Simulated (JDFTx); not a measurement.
Runs of JDFTx 1.7.0 (patched build) on C. The cell holds a slab with vacuum, 2 atoms: a = 2.456 Å, b = 2.456 Å, c = 8.524 Å, α = 90.00°, β = 90.00°, γ = 120.00°. The slab is cut from a database's or a generator's crystal, which needn't be the stable form of the element.

```tsv
task	level	potentials or basis	k mesh	cutoff (eV)	max SCF steps	SCF threshold on the energy	solver of the electrons	further solve for the empty bands	share of exact exchange	gap on the mesh (eV)
single point	TASK	SG15-PBE-1.2 with smoothed tails	8 × 8 × 2	1361	100	1e-09 Ha	scf	yes	-	2.31
single point	PBE0 (exact-exchange share 0.4)	PseudoDojo-SR-PBE-0.5-standard with smoothed tails	5 × 5 × 1	1116	100	1e-07 Ha	scf	yes	0.4	4.97
single point	PBE0 (exact-exchange share 0.1)	PseudoDojo-SR-PBE-0.5-standard with smoothed tails	5 × 5 × 1	1116	100	1e-07 Ha	scf	yes	0.1	3.37
single point	PBE0 (exact-exchange share 0.25)	PseudoDojo-SR-PBE-0.5-standard with smoothed tails	5 × 5 × 1	1116	100	1e-07 Ha	scf	yes	0.25	4.17
single point	PBE0 (exact-exchange share 0.3)	PseudoDojo-SR-PBE-0.5-standard with smoothed tails	5 × 5 × 1	1116	100	1e-07 Ha	scf	yes	0.3	(a)
single point	PBE0 (exact-exchange share 0.2)	PseudoDojo-SR-PBE-0.5-standard with smoothed tails	5 × 5 × 1	1116	100	1e-07 Ha	scf	yes	0.2	(b)
```

Alike in all rows: no spin polarisation; cell as given; smearing fermi-dirac 0.05 eV; the mesh is coarse, so values aren't converged.

**Question.** Fill in the values left out.

**Answer.** (a) 4.44; (b) 3.90.

Caveats: some runs use coarse meshes; the hybrid runs on potentials with a model core (some runs).

A k mesh can miss the band edges.
